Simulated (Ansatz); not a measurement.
# Pt (Fm-3m) in Ansatz: a series of runs

Runs on Pt. Level: PBEsol. Tasks: single point.

All numbers are computed with Ansatz 0.2.0; they aren't measurements. Logs are shortened: lines on timing, memory, paths and dates and some standing lists are left out, and cuts for length are marked.

### 1 Starting point

It takes space group Fm-3m (No. 225, cubic). The conventional cell has a = 3.922 Å, b = 3.922 Å, c = 3.922 Å, α = 90.00°, β = 90.00°, γ = 90.00°. Pt (site symmetry m-3m) has 12 Pt at 2.77 Å as nearest neighbours.

### 2 Single point, PBEsol, 14.18 Å³/atom (volume scaled by 0.94)

Contents of input.yaml:

```yaml
crystal:
  lattice:
    - [0.0, 1.9208704006, 1.9208704006]
    - [1.9208704006, 0.0, 1.9208704006]
    - [1.9208704006, 1.9208704006, 0.0]
  atoms:
    - { symbol: Pt, position: [0.0, 0.0, 0.0] }
kpoints:
  mp_grid: { grid: [12, 12, 12] }
scf:
  occupations: { method: fermi_dirac, width: 0.05 }
hamiltonian:
  xc: pbesol
  pseudopotentials: { kind: all_electron, lapw: { basis_error: 0.0005 } }
output:
  forces: true
  stress: true
  eigenvalues: true
```

Potentials or basis: all-electron LAPW, scalar-relativistic.

Run with:

```bash
> ansatz run input.yaml --threads 1 --pin off --max-ram 3072MiB --backend cpu --events-out ev --progress --plain --runs-dir out
```

Standard output:

```text
Warning: RAYON_NUM_THREADS=1 ignored (pool sized by the plan → 1); use --threads N
LAPW: plane waves up to 8.944 Å⁻¹, error target 5.0e-4 eV per atom; small_component_spin mean_spin; Pt in spheres of 1.358 Å, 42 of its electrons in bands, Dirac shells [] (how accurate: hamiltonian.pseudopotentials.lapw.basis_error, Limitations)
Engine: ansatz 0.2.0, aarch64-unknown-linux-gnu
Pseudopotentials: kind: all_electron
Pseudopotential: Pt, LAPW, valence charge 42, lapw/all_electron/scalar/gaussian/Pt, Koelling and Harmon's equation, gaussian nucleus
Functional definition: PBEsol
  exchange = pbesol_x
  correlation = pbesol_c
Crystal: 1 atoms, lattice volume = 14.175 Å³
Basis set: ecut = 304.78473982282065 eV, 169 PW (Γ), exchange–correlation at level 2
Bands: 26, of which v1, the nominal top of the filled ones, is band 21 counted from 1 (20 counted from 0)
Symmetry: 48 space group operations
Space group: Fm-3m (ITA 225), of the structure as read, at distance tolerance 2.4e-5 Å
k-points: 72 of 1728
Non-local potential: Pt, projectors of the file, none
Initial density: superposition of atomic densities (chi_scale 0.1, normalization cell)
Initial wavefunctions: plane waves of lowest kinetic energy (no species holds an atomic orbital)
Functional: x = pbesol(κ = 0.804, μ = 0.12345679012345678), c = pbesol(β = 0.046)
iter 1 solved again at ethr=1.86e-4 eV; its pass at ethr=1.00e-1 eV (dr2=7.82e-2 eV) is discarded
SCF iter   1: F=—  HF=-500818.474464 eV  |F-HF|=—  |Δ(HF+E_count)|=         —  Δρ=3.36e-2  dr2=7.85e-2  ethr=1.86e-4  ⟨swp⟩=3.0  Hψ=11885  notcnv=0
preconditioner: auto → none  [metal: Δε(μ)=0.027 eV  Ē_g=16.540 eV  σ=0.050 eV  W_gap=0.14  n_scr=8 (ndim 8)  ℏωp=31.2 eV  f_vac=0.003  D(μ)=1.73/eV (n_scr^D=26)  sad-step TF]
SCF iter   2: F=—  HF=-500818.128442 eV  |F-HF|=—  |Δ(HF+E_count)|=   3.46e-1  Δρ=9.00e-3  dr2=8.00e-3  ethr=1.86e-4  ⟨swp⟩=2.3  Hψ=5783  notcnv=0
SCF iter   3: F=—  HF=-500818.109599 eV  |F-HF|=—  |Δ(HF+E_count)|=         —  Δρ=5.84e-3  dr2=3.05e-3  ethr=1.90e-5  ⟨swp⟩=2.0  Hψ=5424  notcnv=0
the basis was enlarged: its passes take 901.2 KiB over the memory plan, 1 of 1 planned eigensolver slots
SCF iter   4: F=—  HF=-500818.108129 eV  |F-HF|=—  |Δ(HF+E_count)|=   1.47e-3  Δρ=2.36e-3  dr2=5.00e-4  ethr=7.26e-6  ⟨swp⟩=2.0  Hψ=5425  notcnv=0
iter 5 solved again at ethr=4.22e-8 eV; its pass at ethr=1.19e-6 eV (dr2=1.77e-5 eV) is discarded
SCF iter   5: F=—  HF=-500818.107852 eV  |F-HF|=—  |Δ(HF+E_count)|=   2.77e-4  Δρ=4.37e-4  dr2=1.77e-5  ethr=4.22e-8  ⟨swp⟩=2.0  Hψ=9266  notcnv=0
SCF iter   6: F=—  HF=-500818.107848 eV  |F-HF|=—  |Δ(HF+E_count)|=   3.82e-6  Δρ=4.76e-5  dr2=1.92e-7  ethr=4.22e-8  ⟨swp⟩=2.0  Hψ=5425  notcnv=0
SCF iter   7: F=-500818.107848 eV  HF=-500818.107848 eV  |F-HF|=1.75e-10  |Δ(HF+E_count)|=   4.87e-8  Δρ=2.18e-6  dr2=3.36e-10  ethr=4.57e-10  ⟨swp⟩=2.0  Hψ=5425  notcnv=0
SCF 1 converged in 7 iterations: F = -500818.107848 eV  dr2 = 3.36e-10
SCF converged after 7 iterations
Free energy (F): -500818.107848 eV
Harris-Foulkes:  -500818.107848 eV  (|F-HF|=1.75e-10)
Internal energy: -500818.093051 eV  (E = F + TS)
E sigma→0 (E₀):  -500818.100449 eV
Entropy (-TS):   -0.014797 eV (-14.797 meV/atom)
Fermi energy:    31.081600 eV
--- Per-component energies (eV) ---
  E_band       = -3225.302437
  E_kinetic    = 568683.409480
  E_xc         = -9554.698707
  E_electrostatic = -1059946.803824  (all electrons and nuclei)
  E_smearing   = -0.014797  (= −TS)
  E_closure    = 0.000000  (closes the sum)
  E_atoms      = -500811.181748  (free atoms, spherical and without spin; not in F)
  Σ components = -500818.107848   (vs F -500818.107848, Δ=0.00e0)
  Basis errors (estimates in eV, not in F): energy 1.1e-4 per atom: plane waves 9.2e-5 (4.6e-5 summed), levels above the bands 2.0e-189, relativity 4.0e-9, radial functions 1.8e-5, core shells 2.0e-7; eigenvalues (radial functions only) 5.3e-7; not estimated: angular momenta, meshes, grids; target (lapw.basis_error) 5.0e-4; muffin-tin radii Pt 1.358 Å
--- Forces (eV/Å), atoms counted from 1 ---
  atom   1  Pt    -0.00000000     0.00000000     0.00000000
  max |Σ_I F_I| component: 2.55e-31 eV/Å
--- Stress (GPa, compression-positive) ---
       19.963148       0.000000       0.000000
        0.000000      19.963148      -0.000000
        0.000000      -0.000000      19.963148
  P = ⅓ Tr σ = 19.9631 GPa (199.631 kbar)
--- Band table (eV; the first three rows and the last of 72) ---
  k-point 0: bands = ["-272.2455", "-272.2455", "-272.2455", "-272.2088", "-272.2088", "-67.7263", "-36.2167", "-36.1849", "-36.1849", "-36.1849", "-36.1682", "-36.1682", "-36.1682", "-21.6326", "-21.6326", "-21.6326", "20.0361", "26.8429", "26.8429", "26.8429", "29.2579", "29.2579", "45.4098", "50.6980", "50.6980", "50.6980"]
  k-point 1: bands = ["-272.2455", "-272.2455", "-272.2455", "-272.2088", "-272.2088", "-67.7233", "-36.2165", "-36.1852", "-36.1852", "-36.1849", "-36.1682", "-36.1680", "-36.1680", "-21.6739", "-21.6384", "-21.6384", "20.3329", "26.7061", "26.9616", "26.9616", "29.1902", "29.1902", "45.8836", "49.3692", "51.1675", "51.1675"]
  k-point 2: bands = ["-272.2455", "-272.2455", "-272.2455", "-272.2088", "-272.2088", "-67.7151", "-36.2160", "-36.1861", "-36.1861", "-36.1849", "-36.1683", "-36.1676", "-36.1676", "-21.7859", "-21.6543", "-21.6543", "21.1504", "26.4341", "27.2036", "27.2036", "29.1310", "29.1310", "46.9429", "47.1198", "52.4856", "52.4856"]
  k-point 71: bands = ["-272.2455", "-272.2455", "-272.2455", "-272.2088", "-272.2088", "-67.6661", "-36.2131", "-36.1894", "-36.1894", "-36.1882", "-36.1665", "-36.1665", "-36.1664", "-22.0302", "-22.0302", "-21.8623", "24.7497", "25.9909", "25.9909", "28.8015", "31.6341", "38.5739", "39.6176", "39.6176", "43.6205", "55.9439"]
```

It took 11 s on 1 thread of Arm Neoverse V2, shared host; peak memory 0.31 GiB.

What came out:

```
Free energy            : -500818.1078 eV
Pressure               : 20.0 GPa
Band gap on the k mesh : none (metal or under the smearing width)
```

### 3 Single point, PBEsol, 14.48 Å³/atom (volume scaled by 0.96)

Edit input.yaml of step 2 so:

```diff
@@ -2,5 +2,5 @@
   lattice:
-    - [0.0, 1.9208704006, 1.9208704006]
-    - [1.9208704006, 0.0, 1.9208704006]
-    - [1.9208704006, 1.9208704006, 0.0]
+    - [0.0, 1.9343981026, 1.9343981026]
+    - [1.9343981026, 0.0, 1.9343981026]
+    - [1.9343981026, 1.9343981026, 0.0]
   atoms:
```

Potentials or basis: all-electron LAPW, scalar-relativistic.

Run with:

```bash
> ansatz run input.yaml --threads 1 --pin off --max-ram 3072MiB --backend cpu --events-out ev --progress --plain --runs-dir out
```

Wall time 10 s (1 thread of Arm Neoverse V2, shared host); peak memory 0.31 GiB.

It converged, with:

```
Free energy            : -500818.1380 eV
Pressure               : 12.2 GPa
Band gap on the k mesh : none (metal or under the smearing width)
```

### 4 Single point, PBEsol, 14.78 Å³/atom (volume scaled by 0.98)

Edit input.yaml of step 3 so:

```diff
@@ -2,5 +2,5 @@
   lattice:
-    - [0.0, 1.9343981026, 1.9343981026]
-    - [1.9343981026, 0.0, 1.9343981026]
-    - [1.9343981026, 1.9343981026, 0.0]
+    - [0.0, 1.9477392008, 1.9477392008]
+    - [1.9477392008, 0.0, 1.9477392008]
+    - [1.9477392008, 1.9477392008, 0.0]
   atoms:
```

Run with:

```bash
> ansatz run input.yaml --threads 1 --pin off --max-ram 3072MiB --backend cpu --events-out ev --progress --plain --runs-dir out
```

Wall time 11 s (1 thread of Arm Neoverse V2, shared host); peak memory 0.3 GiB.

Results (log left out):

* Free energy: -500818.1544 eV
* Pressure: 5.4 GPa
* Band gap on the k mesh: none (metal or under the smearing width)

### 5 Single point, PBEsol, 15.08 Å³/atom

Edit input.yaml of step 4 so:

```diff
@@ -2,5 +2,5 @@
   lattice:
-    - [0.0, 1.9477392008, 1.9477392008]
-    - [1.9477392008, 0.0, 1.9477392008]
-    - [1.9477392008, 1.9477392008, 0.0]
+    - [0.0, 1.9609, 1.9609]
+    - [1.9609, 0.0, 1.9609]
+    - [1.9609, 1.9609, 0.0]
   atoms:
```

Run with:

```bash
> ansatz run input.yaml --threads 1 --pin off --max-ram 3072MiB --backend cpu --events-out ev --progress --plain --runs-dir out
```

It took 11 s on 1 thread of Arm Neoverse V2, shared host; peak memory 0.3 GiB.

It converged, with:

```yaml
Free_energy: -500818.1587 eV
Pressure: -0.6 GPa
Band_gap_on_the_k_mesh: none (metal or under the smearing width)
```

### 6 Single point, PBEsol, 15.38 Å³/atom (volume scaled by 1.02)

Edit input.yaml of step 5 so:

```diff
@@ -2,5 +2,5 @@
   lattice:
-    - [0.0, 1.9609, 1.9609]
-    - [1.9609, 0.0, 1.9609]
-    - [1.9609, 1.9609, 0.0]
+    - [0.0, 1.9738864712, 1.9738864712]
+    - [1.9738864712, 0.0, 1.9738864712]
+    - [1.9738864712, 1.9738864712, 0.0]
   atoms:
```

Potentials or basis: all-electron LAPW, scalar-relativistic.

Run with:

```bash
> ansatz run input.yaml --threads 1 --pin off --max-ram 3072MiB --backend cpu --events-out ev --progress --plain --runs-dir out
```

Wall time 11 s (1 thread of Arm Neoverse V2, shared host); peak memory 0.31 GiB.

Results (log left out):

```
Free energy            : -500818.1524 eV
Pressure               : -6.0 GPa
Band gap on the k mesh : none (metal or under the smearing width)
```

### 7 Single point, PBEsol, 15.68 Å³/atom (volume scaled by 1.04)

Edit input.yaml of step 6 so:

```diff
@@ -2,5 +2,5 @@
   lattice:
-    - [0.0, 1.9738864712, 1.9738864712]
-    - [1.9738864712, 0.0, 1.9738864712]
-    - [1.9738864712, 1.9738864712, 0.0]
+    - [0.0, 1.986704275, 1.986704275]
+    - [1.986704275, 0.0, 1.986704275]
+    - [1.986704275, 1.986704275, 0.0]
   atoms:
```

Run with:

```bash
> ansatz run input.yaml --threads 1 --pin off --max-ram 3072MiB --backend cpu --events-out ev --progress --plain --runs-dir out
```

Wall time 11 s (1 thread of Arm Neoverse V2, shared host); peak memory 0.31 GiB.

It converged, with:

| Item | Value |
| --- | --- |
| Free energy | -500818.1367 eV |
| Pressure | -10.6 GPa |
| Band gap on the k mesh | none (metal or under the smearing width) |

### 8 Single point, PBEsol, 15.98 Å³/atom (volume scaled by 1.06)

Edit input.yaml of step 7 so:

```diff
@@ -2,5 +2,5 @@
   lattice:
-    - [0.0, 1.986704275, 1.986704275]
-    - [1.986704275, 0.0, 1.986704275]
-    - [1.986704275, 1.986704275, 0.0]
+    - [0.0, 1.9993587835, 1.9993587835]
+    - [1.9993587835, 0.0, 1.9993587835]
+    - [1.9993587835, 1.9993587835, 0.0]
   atoms:
```

Run with:

```bash
> ansatz run input.yaml --threads 1 --pin off --max-ram 3072MiB --backend cpu --events-out ev --progress --plain --runs-dir out
```

Wall time 13 s (1 thread of Arm Neoverse V2, shared host); peak memory 0.3 GiB.

The run converged. Its results:

| Property | Result |
| --- | --- |
| Free energy | -500818.1127 eV |
| Pressure | -14.8 GPa |
| Band gap on the k mesh | none (metal or under the smearing width) |

### 9 The reference run

An earlier run on the cell as given: functional PBEsol; potentials or basis all-electron LAPW, scalar-relativistic; cutoff 270 eV (chosen from the basis error); basis error allowed 0.001 eV/atom; k mesh 12 × 12 × 12; occupations fermi-dirac, width 0.05 eV; no spin polarisation.

* Pressure: -0.6 GPa
* Band gap on the k mesh: none (metal or under the smearing width)
